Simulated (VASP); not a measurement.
# CoSi (P2_13) in VASP: further runs

One crystal, CoSi, is run at these levels: RPBE+D4, revPBE+D3; tasks: relaxation of cell and atoms.

All numbers are computed with VASP 6.6.1; they aren't measurements. Logs are shortened: lines on timing, memory, paths and dates and some standing lists are left out, and cuts for length are marked.

## (1) The crystal as given

The structure is cubic, space group P2_13 (No. 198). The conventional cell has a = 4.438 Å, b = 4.438 Å, c = 4.438 Å, α = 90.00°, β = 90.00°, γ = 90.00°. Around Co (site symmetry 3) lie 7 Si at 2.28 to 2.47 Å. Si (site symmetry 3) has 7 Co at 2.28 to 2.47 Å as nearest neighbours.

## (2) Relaxation of cell and atoms, RPBE+D4, collinear spin, ferromagnetic start

INCAR reads:

```
SYSTEM = CoSi
ALGO = Normal ; EDIFF = 1E-7
EDIFFG = -0.005 ; ENCUT = 600
GGA = RP ; IBRION = 2
ISIF = 3 ; ISMEAR = -1
ISPIN = 2 ; IVDW = 13
LASPH = .True. ; LCHARG = .False.
LMAXMIX = 4 ; LORBIT = 11
LREAL = .False. ; LWAVE = .False.
MAGMOM = 2 2 2 2 0 0 0 0 ; NELM = 120
NSW = 40 ; PREC = Accurate
SIGMA = 0.05
```

KPOINTS reads:

```
k-points
0
Gamma
  6 6 6
  0 0 0
```

POSCAR reads:

```
CoSi
1.0
    4.4380000000      0.0000000000      0.0000000000
    0.0000000000      4.4380000000      0.0000000000
    0.0000000000      0.0000000000      4.4380000000
Co Si
4 4
Direct
    0.8600000000      0.6400000000      0.3600000000
    0.6400000000      0.3600000000      0.8600000000
    0.3600000000      0.8600000000      0.6400000000
    0.1400000000      0.1400000000      0.1400000000
    0.1570000000      0.3430000000      0.6570000000
    0.3430000000      0.6570000000      0.1570000000
    0.6570000000      0.1570000000      0.3430000000
    0.8430000000      0.8430000000      0.8430000000
```

Potentials or basis: VASP PAW PBE potentials, release 64 (Co, Si).

Command:

```sh
> cat potpaw_PBE.64/Co/POTCAR potpaw_PBE.64/Si/POTCAR > POTCAR
> mpirun -np 1 vasp_std > vasp.out
```

OUTCAR:

```text
SYSTEM = CoSi
   EDIFF = 1E-7
   EDIFFG = -0.005
   ENCUT = 600
   GGA = RP
   IBRION = 2
   ISIF = 3
   ISMEAR = -1
   ISPIN = 2
   IVDW = 13
   LASPH = .True.
   LORBIT = 11
   LREAL = .False.
   NELM = 120
   NSW = 40
   PREC = Accurate

 ion  position               nearest neighbor table
   1  0.860  0.640  0.360-   5 2.28   6 2.33   7 2.33   8 2.33   7 2.47   8 2.47   6 2.47   2 2.72
                             2 2.72   4 2.72   4 2.72   3 2.72   3 2.72
   2  0.640  0.360  0.860-   6 2.28   5 2.33   7 2.33   8 2.33   5 2.47   7 2.47   8 2.47   1 2.72
                             1 2.72   3 2.72   3 2.72   4 2.72   4 2.72
   3  0.360  0.860  0.640-   7 2.28   6 2.33   5 2.33   8 2.33   6 2.47   5 2.47   8 2.47   4 2.72
                             2 2.72   2 2.72   4 2.72   1 2.72   1 2.72
   4  0.140  0.140  0.140-   8 2.28   6 2.33   7 2.33   5 2.33   6 2.47   5 2.47   7 2.47   1 2.72
                             3 2.72   3 2.72   1 2.72   2 2.72   2 2.72
   5  0.157  0.343  0.657-   1 2.28   2 2.33   3 2.33   4 2.33   3 2.47   4 2.47   2 2.47   8 2.75
                             6 2.75   6 2.75   8 2.75   7 2.75   7 2.75
   6  0.343  0.657  0.157-   2 2.28   1 2.33   3 2.33   4 2.33   1 2.47   3 2.47   4 2.47   8 2.75
                             5 2.75   5 2.75   7 2.75   7 2.75   8 2.75
   7  0.657  0.157  0.343-   3 2.28   2 2.33   1 2.33   4 2.33   2 2.47   1 2.47   4 2.47   8 2.75
                             8 2.75   5 2.75   6 2.75   6 2.75   5 2.75
   8  0.843  0.843  0.843-   4 2.28   2 2.33   3 2.33   1 2.33   2 2.47   1 2.47   3 2.47   5 2.75
                             6 2.75   7 2.75   7 2.75   5 2.75   6 2.75

  LATTYP: Found a simple cubic cell.
 ALAT       =     4.4380000000

  Lattice vectors:

 A1 = (   4.4380000000,   0.0000000000,   0.0000000000)
 A2 = (   0.0000000000,   4.4380000000,   0.0000000000)
 A3 = (   0.0000000000,   0.0000000000,   4.4380000000)

Analysis of symmetry for initial positions (statically):
=====================================================================
 Subroutine PRICEL returns:
 Original cell was already a primitive cell.

 Routine SETGRP: Setting up the symmetry group for a
 simple cubic supercell.

 Subroutine GETGRP returns: Found 12 space group operations
 (whereof  3 operations were pure point group operations)
 out of a pool of 48 trial point group operations.

The static configuration has the point symmetry C_3 .
 The point group associated with its full space group is T   .

Analysis of symmetry for dynamics (positions and initial velocities):
=====================================================================
 Subroutine PRICEL returns:
 Original cell was already a primitive cell.

 Routine SETGRP: Setting up the symmetry group for a
 simple cubic supercell.

 Subroutine GETGRP returns: Found 12 space group operations
 (whereof  3 operations were pure point group operations)
 out of a pool of 48 trial point group operations.

[... 155 lines left out ...]
   IVDW    =    13    specifies the selected vdW correction
   LEPSILON=     F    determine dielectric tensor
   LRPA    =     F    only Hartree local field effects (RPA)
 conjugate gradient relaxation of ions
 spin polarized calculation
  energy-cutoff  :      600.00
  volume of cell :       87.41
 maximum number of plane-waves:      2968
   NGX = 17   NGY = 17   NGZ = 17

--------------------------------------- Ionic step        1  -------------------------------------------

 number of electron      51.9999992 magnetization       0.0383600

 number of electron      51.9999992 magnetization      -0.0000448

 Free energy of the ion-electron system (eV)
  ---------------------------------------------------
  ext. energy  EPLUGINS =         0.00000000
  ---------------------------------------------------
  free energy    TOTEN  =       -51.19723831 eV

  energy without entropy =      -51.18271415  energy(sigma->0) =      -51.18997623

------------------------ aborting loop because EDIFF is reached ----------------------------------------

  DFT-D4 for vdW energy calculation

  Edisp (eV):   -8.09863
[... 127 lines left out ...]
  FREE ENERGIE OF THE ION-ELECTRON SYSTEM (eV)
  ---------------------------------------------------
  free  energy   TOTEN  =       -59.4527403368 eV

  energy  without entropy=      -59.4397513757  energy(sigma->0) =      -59.44624586

[... ionic steps 4 to 9 ...]

--------------------------------------- Ionic step       10  -------------------------------------------

 number of electron      51.9999978 magnetization      -0.0000000

 number of electron      51.9999978 magnetization       0.0000000
[... 93 lines left out ...]
 number of electron      51.9999978 magnetization      -0.0000000

 number of electron      51.9999978 magnetization       0.0000001

 Free energy of the ion-electron system (eV)
  ---------------------------------------------------
  ext. energy  EPLUGINS =         0.00000000
  ---------------------------------------------------
  free energy    TOTEN  =       -50.97850830 eV

  energy without entropy =      -50.96624772  energy(sigma->0) =      -50.97237801

 E-fermi :  12.9960     XC(G=0): -13.0609

 val. band max:       12.9584731712   @ k =   0.0000   0.0000   0.0000
 cond. band min:      13.0579231530   @ k =   0.5000   0.5000   0.3333
 fundamental gap:      0.0994499818
 Fermi energy:        12.9959723189

 spin component 1

 k-point     1 :       0.0000    0.0000    0.0000
  band No.  band energies     occupation
      1      -1.1193      1.00000
      2       4.5508      1.00000
      3       4.5508      1.00000
      4       4.5508      1.00000
      5       7.2499      1.00000
      6       7.2499      1.00000
[... 901 lines left out ...]
     34      19.0039      0.00000
     35      19.0039      0.00000
 Fermi energy:        12.9959723189

 spin component 2

 k-point     1 :       0.0000    0.0000    0.0000
  band No.  band energies     occupation
      1      -1.1193      1.00000
      2       4.5508      1.00000
      3       4.5508      1.00000
      4       4.5508      1.00000
      5       7.2499      1.00000
      6       7.2499      1.00000
[... 940 lines left out ...]
  FREE ENERGIE OF THE ION-ELECTRON SYSTEM (eV)
  ---------------------------------------------------
  free  energy   TOTEN  =       -59.4927673092 eV

  energy  without entropy=      -59.4805067342  energy(sigma->0) =      -59.48663702

 reached required accuracy - stopping structural energy minimisation

 total charge

# of ion       s       p       d       tot
------------------------------------------
    1        0.460   0.672   7.606   8.739
    2        0.460   0.672   7.606   8.739
    3        0.460   0.672   7.606   8.739
    4        0.460   0.672   7.606   8.739
    5        0.725   0.918   0.000   1.643
    6        0.725   0.918   0.000   1.643
    7        0.725   0.918   0.000   1.643
    8        0.725   0.918   0.000   1.643
--------------------------------------------------
tot          4.742   6.360  30.425  41.527

 magnetization (x)

# of ion       s       p       d       tot
------------------------------------------
    1       -0.000  -0.000  -0.000  -0.000
    2       -0.000  -0.000  -0.000  -0.000
    3       -0.000  -0.000  -0.000  -0.000
    4       -0.000  -0.000  -0.000  -0.000
    5       -0.000  -0.000   0.000  -0.000
    6       -0.000  -0.000   0.000  -0.000
    7       -0.000  -0.000   0.000  -0.000
    8       -0.000  -0.000   0.000  -0.000
--------------------------------------------------
tot         -0.000  -0.000  -0.000  -0.000
```

Wall time 14 min (1 thread of Intel Xeon Platinum 8488C (Sapphire Rapids), shared host); peak memory 0.32 GiB.

Results:

```yaml
Free_energy: -59.4928 eV
Relaxed_volume: 10.36 Å³/atom
Relaxed_cell: a = 4.360 Å, b = 4.360 Å, c = 4.360 Å, α = 90.00°, β = 90.00°, γ = 90.00°
Space_group_after_relaxing_to_0.05_Å: P2_13 (No. 198)
Energy_gained_by_relaxing: 24.6 meV/atom
Ionic_steps: 12
Pressure_after_relaxing: 0.0 GPa
Band_gap_on_the_k_mesh: none (metal or under the smearing width)
Net_moment: 0.00 μB per cell
Valence_electrons_inside_the_program's_atomic_spheres: Co 8.74; Si 1.64
Dispersion_energy_per_atom: -1.064 eV
```

The path:
```
step  energy change (eV)  largest force (eV/Å)  pressure (GPa)  volume (Å³)
   1              0.0000                0.2954          -10.81        87.41
   2              0.0682                0.5794           16.91        78.41
   3             -0.1569                0.4314            0.26        83.14
   4             -0.1569                0.4340            0.54        83.05
   5             -0.1839                0.2517            0.50        82.89
   6             -0.1964                0.0158            0.66        82.66
   7             -0.1965                0.0190            0.63        82.68
   8             -0.1957                0.0058           -1.03        83.23
   9             -0.1969                0.0101            0.03        82.88
  10             -0.1969                0.0095            0.00        82.90
  11             -0.1969                0.0092           -0.03        82.90
  12             -0.1969                0.0019           -0.05        82.90
```

Final structure:
```yaml
crystal:
  lattice:
    - [4.36030, 0.00000, 0.00000]
    - [0.00000, 4.36030, 0.00000]
    - [0.00000, 0.00000, 4.36030]
  atoms:
    - { symbol: Co, position: [0.85326, 0.64674, 0.35326] }
    - { symbol: Co, position: [0.64674, 0.35326, 0.85326] }
    - { symbol: Co, position: [0.35326, 0.85326, 0.64674] }
    - { symbol: Co, position: [0.14674, 0.14674, 0.14674] }
    - { symbol: Si, position: [0.15617, 0.34383, 0.65617] }
    - { symbol: Si, position: [0.34383, 0.65617, 0.15617] }
    - { symbol: Si, position: [0.65617, 0.15617, 0.34383] }
    - { symbol: Si, position: [0.84383, 0.84383, 0.84383] }
```

Levels at points of the mesh, in eV from the Fermi level:
Spin up:
```tsv
k point	band 22	band 23	band 24	band 25	band 26	band 27	band 28	band 29	band 30	band 31
(0.00, 0.00, 0.00)	-1.01	-0.87	-0.87	-0.04	-0.04	-0.04	2.70	2.70	2.70	3.01
(0.50, 0.00, 0.00)	-1.15	-0.72	-0.72	-0.55	-0.55	1.03	1.03	1.63	1.63	4.41
(0.50, 0.50, 0.00)	-1.61	-1.10	-1.10	-0.08	-0.08	0.61	0.61	2.17	2.17	2.65
(0.50, 0.50, 0.50)	-1.34	-1.34	-1.34	-0.26	-0.26	-0.26	-0.26	5.75	5.75	5.75
```
Spin down:
| k point | band 24 | band 25 | band 26 | band 27 | band 28 | band 29 |
| --- | --- | --- | --- | --- | --- | --- |
| (0.00, 0.00, 0.00) | -0.87 | -0.04 | -0.04 | -0.04 | 2.70 | 2.70 |
| (0.50, 0.00, 0.00) | -0.72 | -0.55 | -0.55 | 1.03 | 1.03 | 1.63 |
| (0.50, 0.50, 0.00) | -1.10 | -0.08 | -0.08 | 0.61 | 0.61 | 2.17 |
| (0.50, 0.50, 0.50) | -1.34 | -0.26 | -0.26 | -0.26 | -0.26 | 5.75 |

Caveat: the starting moments collapsed, and a magnetic state may lie lower; the PAW data sets were made with another functional, which shifts forces and pressure a little; pairwise dispersion overbinds metals, which lowers pressure and volume.

## (3) Relaxation of cell and atoms, revPBE+D3, collinear spin, ferromagnetic start

INCAR reads:

```
SYSTEM = CoSi
  ALGO = Fast
  EDIFF = 1E-6
  EDIFFG = -0.01
  ENCUT = 600
  GGA = RE
  IBRION = 2
  ISIF = 3
  ISMEAR = -1
  ISPIN = 2
  IVDW = 11
  LASPH = .True.
  LCHARG = .False.
  LMAXMIX = 4
  LORBIT = 11
  LREAL = .False.
  LWAVE = .False.
  MAGMOM = 2 2 2 2 0 0 0 0
  NELM = 120
  NSW = 60
  PREC = Accurate
  SIGMA = 0.05
```

KPOINTS is that of step 2.

POSCAR is that of step 2.

Potentials or basis: VASP PAW PBE potentials, release 64 (Co, Si).

Command:

```sh
> cat potpaw_PBE.64/Co/POTCAR potpaw_PBE.64/Si/POTCAR > POTCAR
> mpirun -np 1 vasp_std > vasp.out
```

Wall time 13 min (1 thread of Intel Xeon Platinum 8488C (Sapphire Rapids), shared host); peak memory 0.34 GiB.

It converged, with:

| Item | Value |
| --- | --- |
| Free energy | -57.0340 eV |
| Relaxed volume | 10.42 Å³/atom |
| Relaxed cell | a = 4.369 Å, b = 4.369 Å, c = 4.369 Å, α = 90.00°, β = 90.00°, γ = 90.00° |
| Space group after relaxing (to 0.05 Å) | P2_13 (No. 198) |
| Energy gained by relaxing | 19.0 meV/atom |
| Ionic steps | 12 |
| Pressure after relaxing | 0.0 GPa |
| Largest force after relaxing | 0.007 eV/Å |
| Band gap on the k mesh | none (metal or under the smearing width) |
| Net moment | 0.00 μB per cell |
| Valence electrons inside the program's atomic spheres | Co 8.72; Si 1.64 |
| Dispersion energy per atom | -0.652 eV |

Forces in eV/Å, atoms in the order of the input:
```
Co   0.000  0.000  0.000
Co   0.000  0.000  0.000
Co   0.000  0.000  0.000
Co   0.000  0.000  0.000
Si  -0.004  0.004 -0.004
Si   0.004 -0.004 -0.004
Si  -0.004 -0.004  0.004
Si   0.004  0.004  0.004
```

The path:
| step | energy change (eV) | largest force (eV/Å) | pressure (GPa) | volume (Å³) |
| --- | --- | --- | --- | --- |
| 1 | 0.0000 | 0.1964 | -9.78 | 87.41 |
| 2 | 0.0676 | 0.4760 | 15.52 | 79.24 |
| 3 | -0.1248 | 0.3218 | 0.29 | 83.61 |
| 4 | -0.1425 | 0.1994 | 0.19 | 83.50 |
| 5 | -0.1512 | 0.0480 | 0.29 | 83.35 |
| 6 | -0.1512 | 0.0520 | 0.30 | 83.34 |
| 7 | -0.1513 | 0.0092 | -0.55 | 83.60 |
| 8 | -0.1515 | 0.0285 | -0.40 | 83.48 |
| 9 | -0.1515 | 0.0326 | -0.08 | 83.46 |
| 10 | -0.1515 | 0.0301 | -0.14 | 83.47 |
| 11 | -0.1515 | 0.0294 | -0.20 | 83.48 |
| 12 | -0.1517 | 0.0069 | -0.02 | 83.39 |

Final structure:
```
Co Si
1.0
     4.36885    0.00000    0.00000
     0.00000    4.36885    0.00000
     0.00000    0.00000    4.36885
Co Si
4 4
Direct
  0.85484 0.64516 0.35484
  0.64516 0.35484 0.85484
  0.35484 0.85484 0.64516
  0.14516 0.14516 0.14516
  0.15498 0.34502 0.65498
  0.34502 0.65498 0.15498
  0.65498 0.15498 0.34502
  0.84502 0.84502 0.84502
```

Levels at points of the mesh, in eV from the Fermi level:
Spin up:
| k point | band 24 | band 25 | band 26 | band 27 | band 28 | band 29 |
| --- | --- | --- | --- | --- | --- | --- |
| (0.00, 0.00, 0.00) | -0.85 | -0.04 | -0.04 | -0.04 | 2.66 | 2.66 |
| (0.50, 0.00, 0.00) | -0.71 | -0.55 | -0.55 | 1.02 | 1.02 | 1.60 |
| (0.50, 0.50, 0.00) | -1.08 | -0.07 | -0.07 | 0.60 | 0.60 | 2.15 |
| (0.50, 0.50, 0.50) | -1.34 | -0.26 | -0.26 | -0.26 | -0.26 | 5.68 |
Spin down:
```
           k point  band 24  band 25  band 26  band 27  band 28  band 29
(0.00, 0.00, 0.00)    -0.85    -0.04    -0.04    -0.04     2.66     2.66
(0.50, 0.00, 0.00)    -0.71    -0.55    -0.55     1.02     1.02     1.60
(0.50, 0.50, 0.00)    -1.08    -0.07    -0.07     0.60     0.60     2.15
(0.50, 0.50, 0.50)    -1.34    -0.26    -0.26    -0.26    -0.26     5.68
```

Caveat: the starting moments collapsed, and a magnetic state may lie lower; the PAW data sets were made with another functional, which shifts forces and pressure a little; pairwise dispersion overbinds metals, which lowers pressure and volume.
